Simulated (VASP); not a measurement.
# InSb in VASP: how settings move the PBE single point

The PBE single point of InSb (zincblende), under -1.0 % strain along z alone is repeated with altered inputs. Which of them can be trusted?

The runs shown are made with VASP 6.6.1. PAW datasets, plane waves. No spin polarisation and no zero-point or thermal motion.

### Step 1. Starting point

The cell comes from an earlier relaxation with r2SCAN in another program, then strained, with the atoms relaxed again.

It is tetragonal, I-4m2 (No. 119); conventional cell a = 4.638 Å, c = 6.493 Å, 34.92 Å³ an atom. Around In lie 4 Sb at 2.83 Å; around Sb lie 4 In at 2.83 Å.

Coordinates:

```
CELL_PARAMETERS angstrom
0.00000 3.27951 3.24672
3.27951 0.00000 3.24672
3.27951 3.27951 0.00000
ATOMIC_POSITIONS crystal
In 0.00000 0.00000 0.00000
Sb 0.25000 0.25000 0.25000
```

### Step 2. Baseline

Input file INCAR:

```
ENCUT = 520.000000
SIGMA = 0.020000
EDIFF = 1.00e-07
GGA = PE
PREC = Accurate
IBRION = -1
ISIF = 2
ISMEAR = -1
NBANDS = 16
NELM = 120
NSW = 0
LASPH = .TRUE.
LCHARG = .TRUE.
LELF = .TRUE.
LWAVE = .FALSE.
LREAL = .FALSE.
```

Input file KPOINTS:

```
KPOINTS created by Atomic Simulation Environment
0
Gamma
6 6 6
0 0 0
```

Input file POSCAR:

```
In Sb
 1.0000000000000000
     0.0000000000000000    3.2795130174999998    3.2467178874000000
     3.2795130174999998    0.0000000000000000    3.2467178874000000
     3.2795130174999998    3.2795130174999998    0.0000000000000000
 In  Sb
   1   1
Cartesian
  0.0000000000000000  0.0000000000000000  0.0000000000000000
  1.6397565087499997  1.6397565087499997  1.6233589436999996
```

A file KPOINTS_OPT adds named points for the levels; it doesn't enter the self-consistent loop.

Potentials: the recommended PBE PAW datasets, 18 valence electrons.

The run is started by

```sh
mpirun -np 1 vasp_std
```

### Step 3. Variant 1

Input file INCAR:

```
ENCUT = 520.000000
SIGMA = 0.020000
EDIFF = 1.00e-07
GGA = PE
IBRION = -1
ISIF = 2
ISMEAR = -1
NBANDS = 16
NELM = 120
NSW = 0
LASPH = .TRUE.
LCHARG = .FALSE.
LWAVE = .FALSE.
LREAL = .FALSE.
PREC = Medium
```

Input file KPOINTS:

```
KPOINTS created by Atomic Simulation Environment
0
Monkhorst-Pack
6 6 6
0 0 0
```

POSCAR is that of step 2.

### Step 4. Variant 2

Edit INCAR of step 2 so:

```diff
@@ -12,5 +12,5 @@
 LASPH = .TRUE.
-LCHARG = .TRUE.
-LELF = .TRUE.
+LCHARG = .FALSE.
 LWAVE = .FALSE.
 LREAL = .FALSE.
+IVDW = 21
```

KPOINTS is that of step 2.

POSCAR is that of step 2.

### Step 5. Variant 3

Input file INCAR:

```
ENCUT = 520.000000
SIGMA = 0.020000
EDIFF = 1.00e-07
PREC = Accurate
IBRION = -1
ISIF = 2
ISMEAR = -1
NBANDS = 16
NSW = 0
LASPH = .TRUE.
LCHARG = .FALSE.
LWAVE = .FALSE.
LREAL = .FALSE.
GGA = AM
NELM = 57
```

KPOINTS is that of step 2.

POSCAR is that of step 2.

**Question.** What will these runs give? Wanted: for each run, changed; ending; energy change; pressure; electronic steps; usable.

**Answer**, as computed:

| run | changed | ending | energy change (meV/atom) | pressure (GPa) | gap on the mesh (eV; negative: overlap) | electronic steps | time | usable |
| --- | --- | --- | --- | --- | --- | --- | --- | --- |
| ref. | – | converged | 0 | 1.9 | 0.05 | 15 | 37 s | yes |
| 1 | PREC = Medium, shifted mesh | converged | -11.3 | 1.8 | 0.61 | 15 | 37 s | no |
| 2 | IVDW = 21 | converged | – | 0.8 | 0.05 | 15 | 90 s | yes |
| 3 | GGA = AM, NELM = 57 | converged | – | 0.1 | 0.05 | 15 | 42 s | yes |

**Reading.** Of 3 altered inputs, 1 ended normally on a faulty or unsound input, 2 gave usable results.
